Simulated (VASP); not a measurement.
# C (P6_3/mmc) in VASP: further runs

One crystal, C, is run at these levels: LDA; tasks: equation of state.

The COD entry that gives the cell may itself be a prediction, so a difference from it is no test against experiment.

All numbers are computed with VASP 6.6.1; they aren't measurements. Logs are shortened: lines on timing, memory, paths and dates and some standing lists are left out, and cuts for length are marked.

## Step 1: Starting point

The structure is hexagonal, space group P6_3/mmc (No. 194). Conventional cell: a = 2.494 Å, b = 2.494 Å, c = 12.300 Å, α = 90.00°, β = 90.00°, γ = 120.00°. C (site symmetry 3m) is surrounded by 4 C at 1.53 Å. Around C (site symmetry 3m) lie 4 C at 1.53 Å. Around C (site symmetry 3m) lie 4 C at 1.53 to 1.55 Å.

This is a hexagonal form of diamond, not graphite.

## Step 2: Equation of state, LDA, 5.30 Å³/atom (a relaxed cell with its volume scaled by 0.96)

INCAR

```
SYSTEM = C
ALGO = Normal
EDIFF = 1E-6
ENCUT = 520
GGA = CA
ISIF = 2
ISMEAR = 0
KPAR = 4
LASPH = .TRUE.
LCHARG = .FALSE.
LREAL = .FALSE.
LWAVE = .FALSE.
NELM = 60
PREC = Accurate
SIGMA = 0.02
```

KPOINTS

```
k-points
0
G
  10 10 4
  0 0 0
```

POSCAR

```
C                                       
1.0
    2.4598586855      0.0000000000      0.0000000000
   -1.2299293428      2.1303001114      0.0000000000
   -0.0000000000      0.0000000000     12.1338726722
  C             
    12
Direct
     0.6666666667000030    0.3333333332999970    0.3549311674865373
     0.3333333332999970    0.6666666667000030    0.8549311674865374
     0.6666666667000030    0.3333333332999970    0.1450688325134627
     0.3333333332999970    0.6666666667000030    0.6450688325134626
     0.6666666667000030    0.3333333332999970    0.4792288741233687
     0.3333333332999970    0.6666666667000030    0.9792288741233686
     0.6666666667000030    0.3333333332999970    0.0207711258766314
     0.3333333332999970    0.6666666667000030    0.5207711258766314
     0.0000000000000000    0.0000000000000000    0.8131329138762053
     0.0000000000000000    0.0000000000000000    0.3131329138762053
     1.0000000000000000    1.0000000000000000    0.6868670861237947
     0.0000000000000000    1.0000000000000000    0.1868670861237947
```

Potentials or basis: VASP PAW LDA potentials, release 64 (C).

The run is started by

```sh
$ cat potpaw_LDA.64/C/POTCAR > POTCAR
$ mpirun -np 4 vasp_std > vasp.out
```

OUTCAR:

```text
SYSTEM = C
   EDIFF = 1E-6
   ENCUT = 520
   GGA = CA
   ISIF = 2
   ISMEAR = 0
   LASPH = .TRUE.
   LREAL = .FALSE.
   NELM = 60
   PREC = Accurate

 ion  position               nearest neighbor table
   1  0.667  0.333  0.355-  10 1.51  10 1.51  10 1.51   5 1.51
   2  0.333  0.667  0.855-   9 1.51   9 1.51   9 1.51   6 1.51
   3  0.667  0.333  0.145-  12 1.51  12 1.51  12 1.51   7 1.51
   4  0.333  0.667  0.645-  11 1.51  11 1.51  11 1.51   8 1.51
   5  0.667  0.333  0.479-   8 1.51   8 1.51   8 1.51   1 1.51
   6  0.333  0.667  0.979-   7 1.51   7 1.51   7 1.51   2 1.51
   7  0.667  0.333  0.021-   6 1.51   6 1.51   6 1.51   3 1.51
   8  0.333  0.667  0.521-   5 1.51   5 1.51   5 1.51   4 1.51
   9  0.000  0.000  0.813-   2 1.51   2 1.51   2 1.51  11 1.53
  10  0.000  0.000  0.313-   1 1.51   1 1.51   1 1.51  12 1.53
  11  0.000  0.000  0.687-   4 1.51   4 1.51   4 1.51   9 1.53
  12  0.000  0.000  0.187-   3 1.51   3 1.51   3 1.51  10 1.53

  LATTYP: Found a hexagonal cell.
 ALAT       =     2.4598586855
 C/A-ratio  =     4.9327519275

  Lattice vectors:

 A1 = (   2.4598586855,   0.0000000000,   0.0000000000)
 A2 = (  -1.2299293428,   2.1303001114,   0.0000000000)
 A3 = (   0.0000000000,   0.0000000000,  12.1338726722)

Analysis of symmetry for initial positions (statically):
=====================================================================
 Subroutine PRICEL returns:
 Original cell was already a primitive cell.

 Routine SETGRP: Setting up the symmetry group for a
 hexagonal supercell.

 Subroutine GETGRP returns: Found 24 space group operations
 (whereof 12 operations were pure point group operations)
 out of a pool of 24 trial point group operations.

The static configuration has the point symmetry D_3d.
 The point group associated with its full space group is D_6h.

Analysis of symmetry for dynamics (positions and initial velocities):
=====================================================================
 Subroutine PRICEL returns:
 Original cell was already a primitive cell.

 Routine SETGRP: Setting up the symmetry group for a
 hexagonal supercell.

 Subroutine GETGRP returns: Found 24 space group operations
 (whereof 12 operations were pure point group operations)
 out of a pool of 24 trial point group operations.

The dynamic configuration has the point symmetry D_3d.
[... 129 lines left out ...]
   TEBEG  =    0.0;   TEEND  =   0.0 temperature during run
   PSTRESS=    0.0 pullay stress
   NELECT =      48.0000    total number of electrons
   NUPDOWN=      -1.0000    fix difference up-down
   EMIN   =  10.00;   EMAX   =-10.00  energy-range for DOS
   EFERMI =   0.00;   METHOD = LEGACY
   ISMEAR =     0;   SIGMA  =   0.02  broadening in eV -4-tet -1-fermi 0-gaus
   EFERMI_NEDOS =   21; number of points for ismear=-14 and -15
   IALGO  =     38    algorithm
   IMIX   =      4    mixing-type and parameters
     AMIX     =   0.40;   BMIX     =  1.00
     AMIX_MAG =   1.60;   BMIX_MAG =  1.00
  volume/ion in A,a.u.               =       5.30        35.76
  Fermi-wavevector in a.u.,A,eV,Ry     =   1.490637  2.816895 30.232111  2.221997
  Thomas-Fermi vector in A             =   2.603393
   LORBIT       =      0    0 simple, 1 ext, 2 COOP (PROOUT), +10 PAW based schemes
   GGA     = CA    functional components
   LHFCALC =     F    Hartree Fock is set to
   AEXX    =    0.0000 exact exchange contribution
   IVDW    =     0    specifies the selected vdW correction
   LEPSILON=     F    determine dielectric tensor
   LRPA    =     F    only Hartree local field effects (RPA)
 non-spin polarized calculation
 Gauss-broadening in eV      SIGMA  =   0.02
  energy-cutoff  :      520.00
  volume of cell :       63.58
 maximum number of plane-waves:      1746
   NGX =  9   NGY =  9   NGZ = 45

 number of electron      47.9999987 magnetization

 Free energy of the ion-electron system (eV)
  ---------------------------------------------------
  ext. energy  EPLUGINS =         0.00000000
  ---------------------------------------------------
  free energy    TOTEN  =      -121.21641740 eV

  energy without entropy =     -121.21641740  energy(sigma->0) =     -121.21641740

 E-fermi :  11.0158     XC(G=0): -13.8300

 val. band max:       10.8459826051   @ k =   0.0000   0.0000   0.0000
 cond. band min:      15.4389096772   @ k =   0.4000  -0.0000   0.0000
 fundamental gap:      4.5929270721
 Fermi energy:        11.0157995515

 k-point     1 :       0.0000    0.0000    0.0000
  band No.  band energies     occupation
      1     -11.5115      2.00000
      2     -10.7558      2.00000
      3     -10.6757      2.00000
      4      -8.4039      2.00000
      5      -8.3389      2.00000
      6      -5.3456      2.00000
[... 805 lines left out ...]
     30      18.4743      0.00000
     31      18.9673      0.00000

 [... further k-points ...]

------------------------ aborting loop because EDIFF is reached ----------------------------------------

  FORCE on cell =-STRESS in cart. coord.  units (eV):
  Direction    XX          YY          ZZ          XY          YZ          ZX
  --------------------------------------------------------------------------------------
  -------------------------------------------------------------------------------------
  Total        8.5457163      8.5457163      8.5429671     -0.0000000      0.0000000      0.0000000
  in kB      215.3320493    215.3320493    215.2627750     -0.0000000      0.0000000      0.0000000
  external PRESSURE =     215.3089579 kB  Pullay stress =       0.0000000 kB

 VOLUME and BASIS-vectors are now :
 -----------------------------------------------------------------------------
  energy-cutoff  :      520.00
  volume of cell :       63.58
      direct lattice vectors                 reciprocal lattice vectors
     2.459858685  0.000000000  0.000000000     0.406527418  0.234708714  0.000000000
    -1.229929343  2.130300111  0.000000000     0.000000000  0.469417428  0.000000000
     0.000000000  0.000000000 12.133872672     0.000000000  0.000000000  0.082413919

 POSITION                                       TOTAL-FORCE (eV/Angst)
 -----------------------------------------------------------------------------------
      1.22993      0.71010      4.30669         0.000000     -0.000000      0.017055
     -0.00000      1.42020     10.37363        -0.000000     -0.000000      0.017055
      1.22993      0.71010      1.76025        -0.000000     -0.000000     -0.017055
     -0.00000      1.42020      7.82718        -0.000000      0.000000     -0.017055
      1.22993      0.71010      5.81490        -0.000000      0.000000     -0.003429
     -0.00000      1.42020     11.88184        -0.000000      0.000000     -0.003429
      1.22993      0.71010      0.25203        -0.000000      0.000000      0.003429
     -0.00000      1.42020      6.31897         0.000000     -0.000000      0.003429
      0.00000      0.00000      9.86645         0.000000      0.000000     -0.033606
      0.00000      0.00000      3.79951        -0.000000     -0.000000     -0.033606
      0.00000      0.00000      8.33436         0.000000      0.000000      0.033606
      0.00000      0.00000      2.26742        -0.000000      0.000000      0.033606
 -----------------------------------------------------------------------------------
    total drift:                                0.000000     -0.000000      0.000000

  FREE ENERGIE OF THE ION-ELECTRON SYSTEM (eV)
  ---------------------------------------------------
  free  energy   TOTEN  =      -121.2164173959 eV

  energy  without entropy=     -121.2164173959  energy(sigma->0) =     -121.21641740
```

Wall time 16 s (4 MPI ranks of Intel Xeon Platinum 8375C at 2.90GHz (Ice Lake), shared host); peak memory 0.18 GiB.

Results:

| Property | Result |
| --- | --- |
| Free energy | -121.2164 eV |
| Pressure | 21.5 GPa |
| Largest force | 0.034 eV/Å |
| Band gap on the k mesh | 4.59 eV, indirect (least direct gap 5.50 eV) |

## Step 3: Equation of state, LDA, 5.41 Å³/atom (a relaxed cell with its volume scaled by 0.98)

INCAR is that of step 2.

KPOINTS is that of step 2.

POSCAR: that of step 2 with these lines changed.

```diff
@@ -2,5 +2,5 @@
 1.0
-    2.4598586855      0.0000000000      0.0000000000
-   -1.2299293428      2.1303001114      0.0000000000
-   -0.0000000000      0.0000000000     12.1338726722
+    2.4768237643      0.0000000000      0.0000000000
+   -1.2384118821      2.1449923006      0.0000000000
+   -0.0000000000      0.0000000000     12.2175571971
   C
```

Potentials or basis: VASP PAW LDA potentials, release 64 (C).

The run is started by

```sh
$ cat potpaw_LDA.64/C/POTCAR > POTCAR
$ mpirun -np 4 vasp_std > vasp.out
```

It took 17 s on 4 MPI ranks of Intel Xeon Platinum 8375C at 2.90GHz (Ice Lake), shared host; peak memory 0.18 GiB.

The run converged. Its results:

| Property | Result |
| --- | --- |
| Free energy | -121.3518 eV |
| Pressure | 10.7 GPa |
| Largest force | 0.016 eV/Å |
| Band gap on the k mesh | 4.54 eV, indirect (least direct gap 5.45 eV) |

## Step 4: Equation of state, LDA, 5.52 Å³/atom

INCAR is that of step 3.

KPOINTS is that of step 3.

POSCAR: that of step 3 with these lines changed.

```diff
@@ -2,5 +2,5 @@
 1.0
-    2.4768237643      0.0000000000      0.0000000000
-   -1.2384118821      2.1449923006      0.0000000000
-   -0.0000000000      0.0000000000     12.2175571971
+    2.4935595677      0.0000000000      0.0000000000
+   -1.2467797838      2.1594859315      0.0000000000
+   -0.0000000000      0.0000000000     12.3001107635
   C
```

The run is started by

```sh
$ cat potpaw_LDA.64/C/POTCAR > POTCAR
$ mpirun -np 4 vasp_std > vasp.out
```

It took 17 s on 4 MPI ranks of Intel Xeon Platinum 8375C at 2.90GHz (Ice Lake), shared host; peak memory 0.18 GiB.

It converged, with:

- Free energy: -121.4021 eV
- Pressure: 0.9 GPa
- Band gap on the k mesh: 4.48 eV, indirect (least direct gap 5.41 eV)

## Step 5: Equation of state, LDA, 5.63 Å³/atom (a relaxed cell with its volume scaled by 1.02)

INCAR is that of step 4.

KPOINTS is that of step 4.

POSCAR: that of step 4 with these lines changed.

```diff
@@ -2,5 +2,5 @@
 1.0
-    2.4935595677      0.0000000000      0.0000000000
-   -1.2467797838      2.1594859315      0.0000000000
-   -0.0000000000      0.0000000000     12.3001107635
+    2.5100736885      0.0000000000      0.0000000000
+   -1.2550368442      2.1737875796      0.0000000000
+   -0.0000000000      0.0000000000     12.3815708246
   C
```

The run is started by

```sh
$ cat potpaw_LDA.64/C/POTCAR > POTCAR
$ mpirun -np 4 vasp_std > vasp.out
```

Wall time 18 s (4 MPI ranks of Intel Xeon Platinum 8375C at 2.90GHz (Ice Lake), shared host); peak memory 0.19 GiB.

Results (log left out):

```yaml
Free_energy: -121.3741 eV
Pressure: -8.1 GPa
Largest_force: 0.016 eV/Å
Band_gap_on_the_k_mesh: 4.43 eV, indirect (least direct gap 5.36 eV)
```

## Step 6: Equation of state, LDA, 5.74 Å³/atom (a relaxed cell with its volume scaled by 1.04)

INCAR is that of step 5.

KPOINTS is that of step 5.

POSCAR: that of step 5 with these lines changed.

```diff
@@ -2,5 +2,5 @@
 1.0
-    2.5100736885      0.0000000000      0.0000000000
-   -1.2550368442      2.1737875796      0.0000000000
-   -0.0000000000      0.0000000000     12.3815708246
+    2.5263733250      0.0000000000      0.0000000000
+   -1.2631866625      2.1879034789      0.0000000000
+   -0.0000000000      0.0000000000     12.4619728880
   C
```

Potentials or basis: VASP PAW LDA potentials, release 64 (C).

The run is started by

```sh
$ cat potpaw_LDA.64/C/POTCAR > POTCAR
$ mpirun -np 4 vasp_std > vasp.out
```

Run time: 18 s. Hardware: 4 MPI ranks of Intel Xeon Platinum 8375C at 2.90GHz (Ice Lake), shared host; peak memory 0.18 GiB.

The run converged. Its results:

* Free energy: -121.2750 eV
* Pressure: -16.3 GPa
* Largest force: 0.031 eV/Å
* Band gap on the k mesh: 4.38 eV, indirect (least direct gap 5.31 eV)

## Step 7: Equation of state, LDA

Potentials or basis: VASP PAW LDA potentials, release 64 (C).

This step only gathers the single runs of the series.

Results:

```
Equilibrium volume                        : 5.53 Å³/atom
Bulk modulus at fixed shape and positions : 467 GPa
Pressure derivative of the bulk modulus   : 3.5 (rough: it moves with the points fitted)
```

Energy against volume, from the lowest point:
```tsv
volume (Å³/atom)	energy (meV/atom)
5.299	15.47
5.409	4.18
5.519	0.00
5.630	2.33
5.740	10.58
```

Caveat: the cell was scaled at fixed shape and fractional positions, which overstates the stiffness of a crystal with free parameters, most of all of layers and chains.
